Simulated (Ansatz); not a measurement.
# SiC: a sweep of one setting

```
Si C
1.0
     0.00000    2.17400    2.17400
     2.17400    0.00000    2.17400
     2.17400    2.17400    0.00000
Si C
1 1
Direct
  0.00000 0.00000 0.00000
  0.75000 0.75000 0.75000
```

Atom numbers follow the list: Si1, C2.

The cell is COD entry 1010995, as deposited and not checked against the literature; nothing was relaxed. It is an old determination, and later ones may differ.

The calculation used Ansatz 0.2.0, DFT, PBE, PAW with Ansatz's default frozen-core files, scalar-relativistic.

The runs use a Γ-centred 16×16×16 k mesh, Fermi–Dirac smearing of 0.05 eV, cutoff 420 eV, no spin polarisation. One setting is then changed at a time.

| k mesh | free energy less the base's (meV/atom) | P (GPa) | gap on the mesh (eV) |
| --- | --- | --- | --- |
| 16×16×16 (base) | 0.0 | 4.84 | 1.353 |
| 5×5×5 | 17.7 | 4.98 | 1.809 |
| 8×8×8 | 0.6 | 4.85 | 1.353 |
| 12×12×12 | 0.0 | 4.84 | 1.353 |
| 22×22×22 | 0.0 | 4.84 | 1.353 |
